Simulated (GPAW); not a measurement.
# zigzag Co chain, bond 2.3 A: a ladder in all numerical settings together, part 2 of 2

Two starts of zigzag Co chain, bond 2.3 A are run at each rung of all numerical settings together. Which rung is enough?

GPAW 26.7.0; PBE; plane waves with GPAW's PAW setups, scalar-relativistic.

So far, largest spin moment in the augmentation sphere (μB): step 2 (rung 1 (280 eV, mesh 1×1×4), start ferro ++) 1.93; step 3 (rung 1 (280 eV, mesh 1×1×4), start antiferro +-) 1.51; step 4 (rung 2 (380 eV, mesh 1×1×6), start ferro ++) 2.05; step 5 (rung 2 (380 eV, mesh 1×1×6), start antiferro +-) 1.66; step 6 (rung 3 (500 eV, mesh 1×1×8), start ferro ++) 2.06.

### Step 7. Rung 3 (500 eV, mesh 1×1×8), start antiferro +-

Contents of order2.py:

```python
import json
import numpy as np
from ase import Atoms
from ase.parallel import paropen, parprint
from gpaw import GPAW

atoms = Atoms(['Co', 'Co'],
    cell=[[12.0, 0.0, 0.0],
         [0.0, 12.0, 0.0],
         [0.0, 0.0, 2.76]],
    scaled_positions=[[0.42333333, 0.5, 0.0],
         [0.57666667, 0.5, 0.5]],
    pbc=True,
    magmoms=[2.0, -2.0])
atoms.calc = GPAW(mode={'name': 'pw', 'ecut': 500},
    xc='PBE',
    kpts={'size': (1, 1, 8), 'gamma': True},
    occupations={'name': 'fermi-dirac', 'width': 0.1},
    convergence={'density': 0.0001, 'energy': 1e-05},
    maxiter=200,
    symmetry={'tolerance': 1e-4},
    txt='order2.txt')
e = atoms.get_potential_energy(force_consistent=True)
res = {'free_energy': e, 'energy_sigma0': atoms.get_potential_energy(), 'fermi_energy': atoms.calc.get_fermi_level()}
res['moments'] = atoms.get_magnetic_moments().tolist()
res['total'] = atoms.get_magnetic_moment()
parprint('site moments (muB):', np.round(res['moments'], 3))
parprint(f"total moment: {res['total']:.3f} muB")
parprint(f'free energy: {e:.6f} eV')
atoms.calc.write('order2.gpw')
with paropen('results.json', 'w') as f:
    json.dump(res, f)
```

Run with:

```
OMP_NUM_THREADS=1 python3 order2.py > order2.log
```

Numbers of over 12 decimals in the logs are rounded to 6 here.

Output:

```text
site moments (muB): [ 1.707 -1.707]
total moment: 0.001 muB
free energy: -10.720716 eV

--- order2.txt ---
Input parameters:
  mode=PW(ecut=500),
  convergence={'density': 0.0001, 'energy': 1e-05},
  kpts=MonkhorstPack(size=(1, 1, 8), gamma=True),
  maxiter=200,
  occupations=Occupations(name='fermi-dirac', width=0.1),
  symmetry=Symmetry(tolerance=0.0001),
  xc=XC(name='PBE')

Diagonalizing LCAO Hamiltonian
[...]
|          3 |        -5.226 |     1.000 |        -5.226 |     1.000 |
|          4 |        -5.175 |     1.000 |        -5.174 |     1.000 |
[...]
|         11 |        -2.579 |     0.004 |        -2.580 |     0.004 |
|         12 |        -1.914 |     0.000 |        -1.914 |     0.000 |
|         13 |        -0.773 |     0.000 |        -0.772 |     0.000 |
|         14 |         0.823 |     0.000 |         0.823 |     0.000 |

No gap
No difference between direct/indirect transitions


[key lines of the parts left out:]
Free energy:     -10.720716
Converged in 26 steps
dipole moment: (-0.000046, -0.000010, -7.364773)  # |e|*Ang
Fermi level: -3.130
```

Elapsed: 35 s, on 1 MPI rank of Intel Xeon 6975P-C (Granite Rapids), shared host; peak memory 0.31 GiB.

Numbers from this step:

- magnetization: 0 μB
- final state: antiferromagnetic
- largest moment: 1.707 μB

This start lies +352.5 meV a seeded atom from the first, a change of -1.7 meV since rung 2; its largest moment is 1.71 μB.

### Step 8. Rung 4 (700 eV, mesh 1×1×12), start ferro ++

Contents of order1.py:

```python
import json
import numpy as np
from ase import Atoms
from ase.parallel import paropen, parprint
from gpaw import GPAW

atoms = Atoms(['Co', 'Co'],
    cell=[[12.0, 0.0, 0.0],
         [0.0, 12.0, 0.0],
         [0.0, 0.0, 2.76]],
    scaled_positions=[[0.42333333, 0.5, 0.0],
         [0.57666667, 0.5, 0.5]],
    pbc=True,
    magmoms=[2.0, 2.0])
atoms.calc = GPAW(mode={'name': 'pw', 'ecut': 700},
    xc='PBE',
    kpts={'size': (1, 1, 12), 'gamma': True},
    occupations={'name': 'fermi-dirac', 'width': 0.05},
    convergence={'density': 0.0001, 'energy': 1e-05},
    maxiter=200,
    symmetry={'tolerance': 1e-4},
    txt='order1.txt')
e = atoms.get_potential_energy(force_consistent=True)
res = {'free_energy': e, 'energy_sigma0': atoms.get_potential_energy(), 'fermi_energy': atoms.calc.get_fermi_level()}
res['moments'] = atoms.get_magnetic_moments().tolist()
res['total'] = atoms.get_magnetic_moment()
parprint('site moments (muB):', np.round(res['moments'], 3))
parprint(f"total moment: {res['total']:.3f} muB")
parprint(f'free energy: {e:.6f} eV')
atoms.calc.write('order1.gpw')
with paropen('results.json', 'w') as f:
    json.dump(res, f)
```

Run with:

```
OMP_NUM_THREADS=1 python3 order1.py > order1.log
```

Output:

```text
site moments (muB): [2.092 2.092]
total moment: 4.640 muB
free energy: -11.482385 eV

--- order1.txt ---
Input parameters:
  mode=PW(ecut=700),
  convergence={'density': 0.0001, 'energy': 1e-05},
  kpts=MonkhorstPack(size=(1, 1, 12), gamma=True),
  maxiter=200,
  occupations=Occupations(name='fermi-dirac', width=0.05),
  symmetry=Symmetry(tolerance=0.0001),
  xc=XC(name='PBE')

Diagonalizing LCAO Hamiltonian
[...]
|          3 |        -6.219 |     1.000 |        -4.419 |     1.000 |
|          4 |        -5.720 |     1.000 |        -4.293 |     1.000 |
[...]
|         14 |         0.542 |     0.000 |         0.817 |     0.000 |
|         15 |         0.694 |     0.000 |         1.019 |     0.000 |
|         16 |         1.316 |     0.000 |         1.539 |     0.000 |
|         17 |         1.480 |     0.000 |         1.717 |     0.000 |

No gap
No difference between direct/indirect transitions


[key lines of the parts left out:]
Free energy:     -11.482385
Converged in 20 steps
dipole moment: (-0.000001, -0.000010, -7.377916)  # |e|*Ang
Fermi level: -3.305
```

The job ended after 74 s (1 MPI rank; peak memory 0.48 GiB).

Read from the output:

* magnetization: 4.640 μB
* final state: ferromagnetic
* largest moment: 2.092 μB

The largest moment moves by +0.03 μB from rung 3, at 2.7 times its CPU time.

### Step 9. Rung 4 (700 eV, mesh 1×1×12), start antiferro +-

order2.py is the script of step 7 with these lines changed:

```diff
@@ -14,6 +14,6 @@
     magmoms=[2.0, -2.0])
-atoms.calc = GPAW(mode={'name': 'pw', 'ecut': 500},
+atoms.calc = GPAW(mode={'name': 'pw', 'ecut': 700},
     xc='PBE',
-    kpts={'size': (1, 1, 8), 'gamma': True},
-    occupations={'name': 'fermi-dirac', 'width': 0.1},
+    kpts={'size': (1, 1, 12), 'gamma': True},
+    occupations={'name': 'fermi-dirac', 'width': 0.05},
     convergence={'density': 0.0001, 'energy': 1e-05},
```

Run with:

```
OMP_NUM_THREADS=1 python3 order2.py > order2.log
```

Output:

```text
site moments (muB): [ 1.712 -1.712]
total moment: 0.000 muB
free energy: -10.821443 eV

--- order2.txt ---
Input parameters:
  mode=PW(ecut=700),
  convergence={'density': 0.0001, 'energy': 1e-05},
  kpts=MonkhorstPack(size=(1, 1, 12), gamma=True),
  maxiter=200,
  occupations=Occupations(name='fermi-dirac', width=0.05),
  symmetry=Symmetry(tolerance=0.0001),
  xc=XC(name='PBE')

Diagonalizing LCAO Hamiltonian
[...]
|          3 |        -5.146 |     1.000 |        -5.146 |     1.000 |
|          4 |        -5.145 |     1.000 |        -5.145 |     1.000 |
[...]
|         11 |        -2.527 |     0.000 |        -2.527 |     0.000 |
|         12 |        -1.880 |     0.000 |        -1.880 |     0.000 |
|         13 |        -0.753 |     0.000 |        -0.753 |     0.000 |
|         14 |         0.845 |     0.000 |         0.845 |     0.000 |

No gap
No difference between direct/indirect transitions


[key lines of the parts left out:]
Free energy:     -10.821443
Converged in 22 steps
dipole moment: (-0.000018, -0.000010, -7.358108)  # |e|*Ang
Fermi level: -3.072
```

Wall time 70 s (1 MPI rank); peak memory 0.48 GiB.

Numbers from this step:

- magnetization: 0 μB
- final state: antiferromagnetic
- largest moment: 1.712 μB

This start lies +330.5 meV a seeded atom from the first, a change of -22.0 meV since rung 3; its largest moment is 1.71 μB.

### Step 10. Side by side

Ladder, by row:

| rung | cutoff (eV) | mesh | smearing (eV) | state from the first start | state from the second start | second less first (meV a seeded atom) | moment, first (μB) | moment, second (μB) | CPU time (s) |
| --- | --- | --- | --- | --- | --- | --- | --- | --- | --- |
| 1 | 280 | 1x1x4 | 0.2 | ferromagnetic | antiferromagnetic | 306.6 | 1.935 | 1.514 | 21.71 |
| 2 | 380 | 1x1x6 | 0.15 | ferromagnetic | antiferromagnetic | 354.2 | 2.052 | 1.655 | 38.76 |
| 3 | 500 | 1x1x8 | 0.1 | ferromagnetic | antiferromagnetic | 352.5 | 2.061 | 1.707 | 63.35 |
| 4 | 700 | 1x1x12 | 0.05 | ferromagnetic | antiferromagnetic | 330.5 | 2.092 | 1.712 | 143.8 |

### Step 11. Summary of results

```yaml
range_of_the_moment_in_the_table_first_start: 1.93 to 2.09 μB
range_of_cpu_time: 22 s to 2.4 min
range_of_the_energy_difference: 307 to 354 meV a seeded atom
```

**Reading.** Only the last rung can serve as the reference, and the rung before it is still 22 meV away, so convergence is not shown. The first start ends lower on every rung of the table; whether functional and cell give the true order is another question.

[Logs and program files are shortened in this print: banners, set-up blocks, solver, clock and traceback lines can be left out without a mark of their own.]

[Logs are printed without paths, hosts, clocks, repeated set-up lines and the standing remarks that a program may print on its own settings, such as how far it seeks lower states.]

[Hosts, paths, dates, database ids (printed as entryN), source tags and the programs' standing remarks are cut or masked in the printed files.]

[Where a cell is said to come from a database of computed structures, the database is the Materials Project.]
